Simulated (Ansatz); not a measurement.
# Mg24H49 (interstitial H in MgH2): the cost of one run

Computed with Ansatz 0.2.0 (DFT PBE, scalar-relativistic, plane waves, PAW, unless a step's input says otherwise).

## 1. The structure to begin with

Symmetry: P1, No. 1, triclinic system. The conventional cell has a = 9.062 Å, b = 9.124 Å, c = 9.124 Å, α = 90.00°, β = 90.00°, γ = 90.00°. Around H (site symmetry 1) lie 1 H at 1.00 Å. H (site symmetry 1) is surrounded by 3 Mg at 1.95 to 1.98 Å. Mg (site symmetry 1) has 6 H at 1.86 to 2.01 Å as nearest neighbours. Around Mg (site symmetry 1) lie 7 H at 1.88 to 2.15 Å. H (site symmetry 1) has 3 Mg at 1.96 to 1.98 Å as nearest neighbours. H (site symmetry 1) has 3 Mg at 1.97 to 1.98 Å as nearest neighbours. Around H (site symmetry 1) lie 3 Mg at 1.91 to 2.03 Å. Only part of the 73 independent sites is listed.

Coordinates:

```cif
data_structure
_symmetry_space_group_name_H-M 'P 1'
_symmetry_Int_Tables_number 1
_cell_length_a 9.1236
_cell_length_b 9.1236
_cell_length_c 9.0615
_cell_angle_alpha 90.000
_cell_angle_beta 90.000
_cell_angle_gamma 90.000
_cell_volume 754.28
loop_
_atom_site_label
_atom_site_type_symbol
_atom_site_fract_x
_atom_site_fract_y
_atom_site_fract_z
_atom_site_occupancy
H1 H 0.12351 0.11915 0.10317 1
H2 H 0.15294 0.14871 0.00131 1
H3 H 0.08916 0.88826 0.16461 1
Mg1 Mg 0.98496 0.98288 0.99915 1
Mg2 Mg 0.26479 0.26260 0.17642 1
H4 H 0.40302 0.09920 0.16564 1
H5 H 0.34654 0.84735 0.00043 1
H6 H 0.15730 0.15540 0.33978 1
H7 H 0.09732 0.90063 0.83602 1
Mg3 Mg 0.25662 0.25434 0.82569 1
Mg4 Mg 0.49999 0.99887 0.99846 1
H8 H 0.40638 0.09771 0.83087 1
H9 H 0.89168 0.08762 0.16483 1
Mg5 Mg 0.24923 0.74627 0.16647 1
Mg6 Mg 0.00598 0.00336 0.32925 1
H10 H 0.34920 0.34691 0.00104 1
H11 H 0.34679 0.84758 0.33169 1
H12 H 0.90312 0.09521 0.83594 1
H13 H 0.10122 0.40015 0.16562 1
Mg7 Mg 0.25083 0.74856 0.83284 1
Mg8 Mg 0.50066 0.99856 0.33309 1
H14 H 0.15397 0.64864 0.99834 1
H15 H 0.84066 0.83862 0.99804 1
H16 H 0.15468 0.15221 0.66472 1
H17 H 0.35408 0.35174 0.34096 1
H18 H 0.09995 0.40396 0.83091 1
H19 H 0.59698 0.90059 0.16587 1
Mg9 Mg 0.00339 0.00098 0.66629 1
H20 H 0.84944 0.34449 0.00030 1
H21 H 0.09864 0.90160 0.49881 1
H22 H 0.65144 0.15136 0.99846 1
H23 H 0.34808 0.84722 0.66673 1
Mg10 Mg 0.25130 0.24904 0.50218 1
H24 H 0.40579 0.09720 0.49993 1
H25 H 0.15430 0.64866 0.33423 1
H26 H 0.59742 0.89832 0.83312 1
H27 H 0.84968 0.84740 0.33275 1
Mg11 Mg 0.00110 0.49756 0.99843 1
Mg12 Mg 0.50241 0.99814 0.66570 1
Mg13 Mg 0.74895 0.24696 0.16647 1
H28 H 0.40312 0.59588 0.16729 1
H29 H 0.35180 0.34951 0.66361 1
H30 H 0.90392 0.09613 0.49878 1
Mg14 Mg 0.25035 0.74947 0.49968 1
H31 H 0.84992 0.34458 0.33172 1
H32 H 0.65130 0.15186 0.33415 1
H33 H 0.59819 0.40065 0.16733 1
Mg15 Mg 0.75092 0.24849 0.83286 1
Mg16 Mg 0.50233 0.49986 0.00015 1
H34 H 0.40393 0.59645 0.83291 1
Mg17 Mg 0.75000 0.74759 0.16845 1
H35 H 0.90312 0.59468 0.16593 1
Mg18 Mg 0.00086 0.49828 0.33316 1
H36 H 0.15255 0.65247 0.66631 1
H37 H 0.09961 0.40360 0.50005 1
H38 H 0.84957 0.84734 0.66862 1
H39 H 0.59878 0.40151 0.83289 1
Mg19 Mg 0.74714 0.74488 0.83131 1
H40 H 0.90085 0.59533 0.83312 1
Mg20 Mg 0.50507 0.50264 0.33479 1
H41 H 0.59865 0.89987 0.49929 1
H42 H 0.65221 0.64972 0.00114 1
H43 H 0.84959 0.34580 0.66683 1
H44 H 0.65501 0.15013 0.66624 1
Mg21 Mg 0.00037 0.50017 0.66567 1
Mg22 Mg 0.75197 0.24797 0.49966 1
H45 H 0.40505 0.59907 0.50024 1
H46 H 0.65467 0.65229 0.33421 1
Mg23 Mg 0.50345 0.50106 0.66565 1
H47 H 0.60146 0.40256 0.50023 1
Mg24 Mg 0.75492 0.75264 0.49956 1
H48 H 0.90221 0.59643 0.49926 1
H49 H 0.65396 0.65164 0.66385 1
```

## 2. Single point: Mg24H49 defect cell, total moment held at 1 μB

File input.yaml:

```yaml
crystal:
  lattice:
    - [9.1236, 0.0, 0.0]
    - [0.0, 9.1236, 0.0]
    - [0.0, 0.0, 9.0615]
  atoms:
    - { symbol: H, position: [0.123514, 0.119153, 0.103173], spin: 1.0 }
    - { symbol: H, position: [0.152944, 0.148707, 0.001307] }
    - { symbol: H, position: [0.089158, 0.888265, 0.164614] }
    - { symbol: Mg, position: [0.984959, 0.982879, 0.999147] }
    - { symbol: Mg, position: [0.264786, 0.262596, 0.176422] }
    - { symbol: H, position: [0.40302, 0.0992, 0.165641] }
    - { symbol: H, position: [0.346541, 0.84735, 0.00043] }
    - { symbol: H, position: [0.157301, 0.155398, 0.339784] }
    - { symbol: H, position: [0.097324, 0.900632, 0.836016] }
    - { symbol: Mg, position: [0.25662, 0.254342, 0.825688] }
    - { symbol: Mg, position: [0.499994, 0.998865, 0.998456] }
    - { symbol: H, position: [0.406378, 0.097711, 0.830867] }
    - { symbol: H, position: [0.891679, 0.087618, 0.164834] }
    - { symbol: Mg, position: [0.249225, 0.74627, 0.166469] }
    - { symbol: Mg, position: [0.005975, 0.003365, 0.32925] }
    - { symbol: H, position: [0.349204, 0.346914, 0.001036] }
    - { symbol: H, position: [0.346791, 0.847577, 0.331693] }
    - { symbol: H, position: [0.903122, 0.095211, 0.835938] }
    - { symbol: H, position: [0.101222, 0.40015, 0.165621] }
    - { symbol: Mg, position: [0.250831, 0.748563, 0.832845] }
    - { symbol: Mg, position: [0.500656, 0.998561, 0.333087] }
    - { symbol: H, position: [0.153967, 0.648641, 0.998342] }
    - { symbol: H, position: [0.840662, 0.838618, 0.998044] }
    - { symbol: H, position: [0.154684, 0.152208, 0.66472] }
    - { symbol: H, position: [0.35408, 0.351744, 0.34096] }
    - { symbol: H, position: [0.099954, 0.403955, 0.830905] }
    - { symbol: H, position: [0.59698, 0.900589, 0.165875] }
    - { symbol: Mg, position: [0.003394, 0.000984, 0.666294] }
    - { symbol: H, position: [0.849437, 0.344491, 0.000297] }
    - { symbol: H, position: [0.098642, 0.901598, 0.498807] }
    - { symbol: H, position: [0.65144, 0.151363, 0.99846] }
    - { symbol: H, position: [0.348079, 0.847219, 0.66673] }
    - { symbol: Mg, position: [0.251298, 0.249035, 0.502179] }
    - { symbol: H, position: [0.405788, 0.097196, 0.499928] }
    - { symbol: H, position: [0.154304, 0.648659, 0.334227] }
    - { symbol: H, position: [0.597422, 0.898321, 0.833115] }
    - { symbol: H, position: [0.849677, 0.847396, 0.332746] }
    - { symbol: Mg, position: [0.001097, 0.497565, 0.998426] }
    - { symbol: Mg, position: [0.502408, 0.998142, 0.665703] }
    - { symbol: Mg, position: [0.748951, 0.246956, 0.166468] }
    - { symbol: H, position: [0.403118, 0.595881, 0.16729] }
    - { symbol: H, position: [0.351801, 0.349509, 0.66361] }
    - { symbol: H, position: [0.903917, 0.096134, 0.498778] }
    - { symbol: Mg, position: [0.250353, 0.749472, 0.499679] }
    - { symbol: H, position: [0.849917, 0.344582, 0.331719] }
    - { symbol: H, position: [0.651303, 0.151865, 0.334152] }
    - { symbol: H, position: [0.598187, 0.400654, 0.167327] }
    - { symbol: Mg, position: [0.750919, 0.248489, 0.832857] }
    - { symbol: Mg, position: [0.502331, 0.499862, 0.000145] }
    - { symbol: H, position: [0.403932, 0.596448, 0.832905] }
    - { symbol: Mg, position: [0.749997, 0.747588, 0.16845] }
    - { symbol: H, position: [0.903116, 0.59468, 0.165928] }
    - { symbol: Mg, position: [0.000864, 0.498285, 0.333163] }
    - { symbol: H, position: [0.152554, 0.652468, 0.666313] }
    - { symbol: H, position: [0.099612, 0.403602, 0.500053] }
    - { symbol: H, position: [0.849567, 0.847341, 0.668616] }
    - { symbol: H, position: [0.598784, 0.401513, 0.832891] }
    - { symbol: Mg, position: [0.747143, 0.744879, 0.831309] }
    - { symbol: H, position: [0.900849, 0.595329, 0.833115] }
    - { symbol: Mg, position: [0.505069, 0.502639, 0.334792] }
    - { symbol: H, position: [0.598646, 0.899868, 0.499293] }
    - { symbol: H, position: [0.652212, 0.649725, 0.00114] }
    - { symbol: H, position: [0.849591, 0.345798, 0.666827] }
    - { symbol: H, position: [0.65501, 0.150127, 0.666236] }
    - { symbol: Mg, position: [0.000366, 0.500166, 0.665673] }
    - { symbol: Mg, position: [0.751971, 0.247974, 0.499661] }
    - { symbol: H, position: [0.405046, 0.599071, 0.500238] }
    - { symbol: H, position: [0.65467, 0.652285, 0.334215] }
    - { symbol: Mg, position: [0.503454, 0.501061, 0.665649] }
    - { symbol: H, position: [0.601458, 0.402557, 0.500228] }
    - { symbol: Mg, position: [0.754921, 0.752636, 0.499558] }
    - { symbol: H, position: [0.902214, 0.596428, 0.499257] }
    - { symbol: H, position: [0.65396, 0.651643, 0.663852] }
magnetization:
  spin_polarized: true
  initial_magnetization: 1
  spin_locking: { lock_magnetization: hard }
scf:
  occupations: { method: fixed }
output:
  forces: true
  stress: false
  efg: {}
kpoints:
  mp_grid: { grid: [2, 2, 2], shift: [0.5, 0.5, 0.5] }
hamiltonian:
  xc: pbe
```

Command:

```console
ansatz run input.yaml --threads 8 --pin off --max-ram 16384MiB --backend cpu --events-out ev --progress --plain --runs-dir out
```

What time and memory should one allow on 8 threads of Intel Xeon Platinum 8488C (Sapphire Rapids), shared host?

About 17 s, with a peak of 4.9 GiB.
